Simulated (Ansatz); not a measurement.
**Ge: pressure against volume**

How stiff is Ge, and at what volume does the pressure vanish? The cell is scaled evenly, atoms carried along, and solved with LAPW, PAW and all-electron datasets made for the crystal.

This is Ge in the fcc structure; at room conditions it is diamond.

Method: DFT PBE, scalar-relativistic, in Ansatz 0.2.0.

1 further run of the same task is left out (it didn't finish).

**1. The starting structure**

The structure is cubic, space group Fm-3m (No. 225). Conventional cell: a = 4.279 Å, b = 4.279 Å, c = 4.279 Å, α = 90.00°, β = 90.00°, γ = 90.00°. Around Ge (site symmetry m-3m) lie 12 Ge at 3.03 Å.

Coordinates:

```cif
data_structure
_symmetry_space_group_name_H-M 'Fm-3m'
_symmetry_Int_Tables_number 225
_cell_length_a 4.2786
_cell_length_b 4.2786
_cell_length_c 4.2786
_cell_angle_alpha 90.000
_cell_angle_beta 90.000
_cell_angle_gamma 90.000
_cell_volume 78.33
loop_
_atom_site_label
_atom_site_type_symbol
_atom_site_symmetry_multiplicity
_atom_site_Wyckoff_symbol
_atom_site_fract_x
_atom_site_fract_y
_atom_site_fract_z
_atom_site_occupancy
Ge1 Ge 4 a 0.00000 0.00000 0.00000 1
```

The file gives the conventional cell by its symmetry; the runs use the cell typed in the input.

The cell was relaxed by PAW from a hypothetical start (fcc type); it needn't be the stable phase of this composition.

**2. Volume × 0.9405, LAPW**

input.yaml

```yaml
crystal:
  lattice:
    - [0.0, 2.0960223813, 2.0960223813]
    - [2.0960223813, 0.0, 2.0960223813]
    - [2.0960223813, 2.0960223813, 0.0]
  atoms:
    - { symbol: Ge, position: [0.0, 0.0, 0.0] }
kpoints:
  mp_grid: { grid: [16, 16, 16] }
scf:
  occupations: { method: fermi_dirac, width: 0.08 }
hamiltonian:
  xc: pbe
  pseudopotentials: { kind: all_electron, lapw: { basis_error: 0.001 } }
output:
  forces: true
  stress: true
  eigenvalues: true
```

Command:

```
$ ansatz run input.yaml --threads 1 --pin off --max-ram 2048MiB --backend cpu --events-out ev --progress --plain --runs-dir out
```

Output, shortened:

```text
LAPW: plane waves up to 7.103 Å⁻¹, error target 1.0e-3 eV per atom; small_component_spin mean_spin; Ge in spheres of 1.482 Å, 22 of its electrons in bands, Dirac shells []
[...]
Pseudopotentials: kind: all_electron
Pseudopotential: Ge, LAPW, valence charge 22, Koelling and Harmon's equation, gaussian nucleus
Functional definition: PBE
[...]
Crystal: 1 atoms, lattice volume = 18.417 Å³
Basis set: ecut = 192.2082261381447 eV, 113 PW (Γ), exchange–correlation at level 2
Bands: 15, of which v1, the nominal top of the filled ones, is band 11 counted from 1 (10 counted from 0)
Symmetry: 48 space group operations
Space group: Fm-3m (ITA 225), of the structure as read, at distance tolerance 2.6e-5 Å
k-points: 145 of 4096
[...]
SCF iter   1: F=—  HF=-57115.980136 eV  |F-HF|=—  |Δ(HF+E_count)|=         —  Δρ=5.42e-3  dr2=3.29e-3  ethr=1.47e-5  ⟨swp⟩=3.7  Hψ=15676  notcnv=0
[...]
SCF iter   5: F=-57115.967760 eV  HF=-57115.967760 eV  |F-HF|=9.01e-9  |Δ(HF+E_count)|=   2.88e-6  Δρ=7.47e-6  dr2=8.08e-9  ethr=7.75e-8  ⟨swp⟩=2.0  Hψ=6249  notcnv=0
[...]
SCF converged after 5 iterations
Free energy (F): -57115.967760 eV
[...]
E sigma→0 (E₀):  -57115.962304 eV
Entropy (-TS):   -0.010911 eV (-10.911 meV/atom)
Fermi energy:    13.307064 eV
[...]
--- Forces (eV/Å), atoms counted from 1 ---
  atom   1  Ge    -0.00000000     0.00000000     0.00000000
[...]
--- Stress (GPa, compression-positive) ---
        4.441015      -0.000000       0.000000
       -0.000000       4.441015      -0.000000
        0.000000      -0.000000       4.441015
  P = ⅓ Tr σ = 4.4410 GPa (44.410 kbar)
--- Band table (eV; the first three rows and the last of 145) ---
  k-point 0: bands = ["-150.6017", "-97.7318", "-97.7318", "-97.7318", "-11.5312", "-11.5312", "-11.5312", "-11.4782", "-11.4782", "-0.1689", "22.4501", "22.4501", "22.4501", "27.3454", "27.3454"]
[...]
```

Run time: 22 s. Hardware: 1 thread, shared host.

Result: pressure 4.44 GPa; no gap.

**3. Volume × 0.9405, PAW**

Changes to input.yaml since step 2:

```diff
@@ -13,3 +13,3 @@
   xc: pbe
-  pseudopotentials: { kind: all_electron, lapw: { basis_error: 0.001 } }
+  pseudopotentials: { kind: paw }
 output:
@@ -18 +18,2 @@
   eigenvalues: true
+  efg: { contact_densities: true }
```

Command:

```
$ ansatz run input.yaml --threads 1 --pin off --max-ram 2048MiB --backend cpu --events-out ev --progress --plain --runs-dir out
```

Output, shortened:

```text
[...]
Pseudopotentials: kind: paw
Pseudopotential: Ge, paw, valence charge 14, recommended cutoff 420 eV (normal)
[... 1 set-up line as earlier in the session ...]
[...]
Crystal: 1 atoms, lattice volume = 18.417 Å³
Basis set: ecut = 420 eV, 339 PW (Γ), exchange–correlation on 40×40×40 points (8 copies of the dense FFT grid, shifted against one another)
Bands: 11, of which v1, the nominal top of the filled ones, is band 7 counted from 1 (6 counted from 0)
[... 2 set-up lines as earlier in the session ...]
k-points: 145 of 4096
[...]
SCF iter   1: F=—  HF=-4294.643690 eV  |F-HF|=—  |Δ(HF+E_count)|=         —  Δρ=9.25e-4  dr2=1.20e-4  ethr=1.77e-3  ⟨swp⟩=5.0  Hψ=9038  notcnv=0
[...]
SCF iter   6: F=-4294.643571 eV  HF=-4294.643571 eV  |F-HF|=3.92e-10  |Δ(HF+E_count)|=   2.06e-9  Δρ=1.62e-6  dr2=5.01e-10  ethr=5.79e-11  ⟨swp⟩=1.3  Hψ=5024  notcnv=0
[...]
SCF converged after 6 iterations
Free energy (F): -4294.643571 eV
[...]
E sigma→0 (E₀):  -4294.638116 eV
Entropy (-TS):   -0.010910 eV (-10.910 meV/atom)
Fermi energy:    11.585292 eV
[...]
--- Forces (eV/Å), atoms counted from 1 ---
  atom   1  Ge    -0.00000000     0.00000000     0.00000000
[...]
--- Stress (GPa, compression-positive) ---
        4.406762       0.000000       0.000000
        0.000000       4.406762       0.000000
        0.000000       0.000000       4.406762
  P = ⅓ Tr σ = 4.4068 GPa (44.068 kbar)
--- PAW observables at the nuclei: V_zz in 10²¹ V/m², potentials from the cell's mean, atoms counted from 1 ---
  atom   1  Ge V_zz =    -0.000000   η = 0.0000   by run symmetry: forbidden
            electrostatic potential = -4324.736811 V   contact ρ = 210290.595478 e/Å³
--- Band table (eV; the first three rows and the last of 145) ---
  k-point 0: bands = ["-13.2407", "-13.2407", "-13.2407", "-13.1875", "-13.1875", "-1.8909", "20.7275", "20.7275", "20.7275", "25.6318", "25.6318"]
[...]
```

Run time: 8.8 s. Hardware: 1 thread, shared host.

This run gives: pressure 4.41 GPa; no gap.

**4. Volume × 0.9405, crystal datasets**

Changes to input.yaml since step 3:

```diff
@@ -13,3 +13,3 @@
   xc: pbe
-  pseudopotentials: { kind: paw }
+  pseudopotentials: { kind: all_electron, datasets: crystal }
 output:
```

Command:

```
$ ansatz run input.yaml --threads 1 --pin off --max-ram 2048MiB --backend cpu --events-out ev --progress --plain --runs-dir out
```

Output, shortened:

```text
[...]
[... 1 set-up line as earlier in the session ...]
Pseudopotential: Ge, paw, valence charge 14, recommended cutoff 140 eV (normal), Koelling and Harmon's equation, gaussian nucleus
[... 1 set-up line as earlier in the session ...]
[...]
Crystal: 1 atoms, lattice volume = 18.417 Å³
Basis set: ecut = 140 eV, 65 PW (Γ), exchange–correlation on 30×30×30 points (8 copies of the dense FFT grid, shifted against one another)
Bands: 6, of which v1, the nominal top of the filled ones, is band 2 counted from 1 (1 counted from 0)
[... 2 set-up lines as earlier in the session ...]
k-points: 145 of 4096
[...]
SCF iter   1: F=—  HF=-57115.965954 eV  |F-HF|=—  |Δ(HF+E_count)|=         —  Δρ=1.09e-2  dr2=2.20e-2  ethr=6.68e-4  ⟨swp⟩=3.5  Hψ=6295  notcnv=0
[...]
Fermi energy:    13.307077 eV
[...]
  The terms above E_closure are by the made datasets' own strengths, without shells solved beside the bands.
--- Forces (eV/Å), atoms counted from 1 ---
  atom   1  Ge    -0.00000000     0.00000000    -0.00000000
[...]
--- Stress (GPa, compression-positive) ---
        4.437008       0.000000      -0.000000
        0.000000       4.437008      -0.000000
       -0.000000      -0.000000       4.437008
  P = ⅓ Tr σ = 4.4370 GPa (44.370 kbar)
  It holds what live shells' own plane waves past their cutoff add
--- PAW observables at the nuclei: V_zz in 10²¹ V/m², potentials from the cell's mean, atoms counted from 1 ---
  atom   1  Ge V_zz =    -0.000000   η = 0.0000   by run symmetry: forbidden
            electrostatic potential = -4324.690019 V   contact ρ = 210360.648737 e/Å³
--- Band table (eV; the first three rows and the last of 145) ---
  k-point 0: bands = ["-0.1689", "22.4500", "22.4500", "22.4500", "27.3455"]
[...]
```

Run time: 31 s. Hardware: 1 thread, shared host.

This run gives: pressure 4.44 GPa; no gap.

**5. Volume × 0.97, LAPW**

input.yaml

```yaml
crystal:
  lattice:
    - [0.0, 2.117711982, 2.117711982]
    - [2.117711982, 0.0, 2.117711982]
    - [2.117711982, 2.117711982, 0.0]
  atoms:
    - { symbol: Ge, position: [0.0, 0.0, 0.0] }
kpoints:
  mp_grid: { grid: [16, 16, 16] }
scf:
  occupations: { method: fermi_dirac, width: 0.08 }
hamiltonian:
  xc: pbe
  pseudopotentials: { kind: all_electron, lapw: { basis_error: 0.001 } }
output:
  forces: true
  stress: true
  eigenvalues: true
```

Command:

```
$ ansatz run input.yaml --threads 1 --pin off --max-ram 2048MiB --backend cpu --events-out ev --progress --plain --runs-dir out
```

Output, shortened:

```text
LAPW: plane waves up to 7.003 Å⁻¹, error target 1.0e-3 eV per atom; small_component_spin mean_spin; Ge in spheres of 1.497 Å, 22 of its electrons in bands, Dirac shells []
[...]
[... 3 set-up lines as earlier in the session ...]
[...]
Crystal: 1 atoms, lattice volume = 18.995 Å³
Basis set: ecut = 186.86202793957736 eV, 113 PW (Γ), exchange–correlation at level 2
Bands: 15, of which v1, the nominal top of the filled ones, is band 11 counted from 1 (10 counted from 0)
[... 1 set-up line as earlier in the session ...]
Space group: Fm-3m (ITA 225), of the structure as read, at distance tolerance 2.7e-5 Å
k-points: 145 of 4096
[...]
SCF iter   1: F=—  HF=-57115.991144 eV  |F-HF|=—  |Δ(HF+E_count)|=         —  Δρ=5.24e-3  dr2=3.19e-3  ethr=1.43e-5  ⟨swp⟩=3.7  Hψ=15609  notcnv=0
[...]
SCF iter   5: F=-57115.979373 eV  HF=-57115.979373 eV  |F-HF|=9.79e-9  |Δ(HF+E_count)|=   3.58e-6  Δρ=7.74e-6  dr2=9.43e-9  ethr=7.90e-8  ⟨swp⟩=2.0  Hψ=6250  notcnv=0
[...]
SCF converged after 5 iterations
Free energy (F): -57115.979373 eV
[...]
E sigma→0 (E₀):  -57115.973968 eV
Entropy (-TS):   -0.010810 eV (-10.810 meV/atom)
Fermi energy:    12.778855 eV
[...]
--- Forces (eV/Å), atoms counted from 1 ---
  atom   1  Ge     0.00000000     0.00000000    -0.00000000
[...]
--- Stress (GPa, compression-positive) ---
        2.065306       0.000000      -0.000000
        0.000000       2.065306      -0.000000
       -0.000000      -0.000000       2.065306
  P = ⅓ Tr σ = 2.0653 GPa (20.653 kbar)
--- Band table (eV; the first three rows and the last of 145) ---
  k-point 0: bands = ["-151.1195", "-98.2494", "-98.2494", "-98.2494", "-12.0419", "-12.0419", "-12.0419", "-11.9940", "-11.9940", "-0.4290", "21.6225", "21.6225", "21.6225", "26.6229", "26.6229"]
[...]
```

Wall time 24 s (1 thread, shared host).

In short: pressure 2.07 GPa; no gap.

**6. Volume × 0.97, PAW**

Changes to input.yaml since step 5:

```diff
@@ -13,3 +13,3 @@
   xc: pbe
-  pseudopotentials: { kind: all_electron, lapw: { basis_error: 0.001 } }
+  pseudopotentials: { kind: paw }
 output:
@@ -18 +18,2 @@
   eigenvalues: true
+  efg: { contact_densities: true }
```

Command:

```
$ ansatz run input.yaml --threads 1 --pin off --max-ram 2048MiB --backend cpu --events-out ev --progress --plain --runs-dir out
```

Output, shortened:

```text
[...]
[... 3 set-up lines as earlier in the session ...]
[...]
Crystal: 1 atoms, lattice volume = 18.995 Å³
Basis set: ecut = 420 eV, 339 PW (Γ), exchange–correlation on 48×48×48 points (8 copies of the dense FFT grid, shifted against one another)
Bands: 11, of which v1, the nominal top of the filled ones, is band 7 counted from 1 (6 counted from 0)
[... 2 set-up lines as earlier in the session ...]
k-points: 145 of 4096
[...]
SCF iter   1: F=—  HF=-4294.655210 eV  |F-HF|=—  |Δ(HF+E_count)|=         —  Δρ=8.75e-4  dr2=1.23e-4  ethr=1.77e-3  ⟨swp⟩=5.1  Hψ=9060  notcnv=0
[...]
SCF iter   6: F=-4294.655076 eV  HF=-4294.655076 eV  |F-HF|=7.28e-12  |Δ(HF+E_count)|=   3.95e-9  Δρ=3.00e-7  dr2=3.82e-12  ethr=5.76e-12  ⟨swp⟩=1.4  Hψ=4807  notcnv=0
[...]
SCF converged after 6 iterations
Free energy (F): -4294.655076 eV
[...]
E sigma→0 (E₀):  -4294.649673 eV
Entropy (-TS):   -0.010808 eV (-10.808 meV/atom)
Fermi energy:    11.109791 eV
[...]
--- Forces (eV/Å), atoms counted from 1 ---
  atom   1  Ge    -0.00000000     0.00000000     0.00000000
[...]
--- Stress (GPa, compression-positive) ---
        2.034116      -0.000000       0.000000
        0.000000       2.034116      -0.000000
       -0.000000      -0.000000       2.034116
  P = ⅓ Tr σ = 2.0341 GPa (20.341 kbar)
--- PAW observables at the nuclei: V_zz in 10²¹ V/m², potentials from the cell's mean, atoms counted from 1 ---
  atom   1  Ge V_zz =    -0.000000   η = 0.0000   by run symmetry: forbidden
            electrostatic potential = -4324.204940 V   contact ρ = 210291.331184 e/Å³
--- Band table (eV; the first three rows and the last of 145) ---
  k-point 0: bands = ["-13.6994", "-13.6994", "-13.6994", "-13.6512", "-13.6512", "-2.0983", "19.9527", "19.9527", "19.9527", "24.9622", "24.9622"]
[...]
```

Wall time 5.9 s (1 thread, shared host).

This run gives: pressure 2.03 GPa; no gap.

(Part 1 of 2 ends here.)
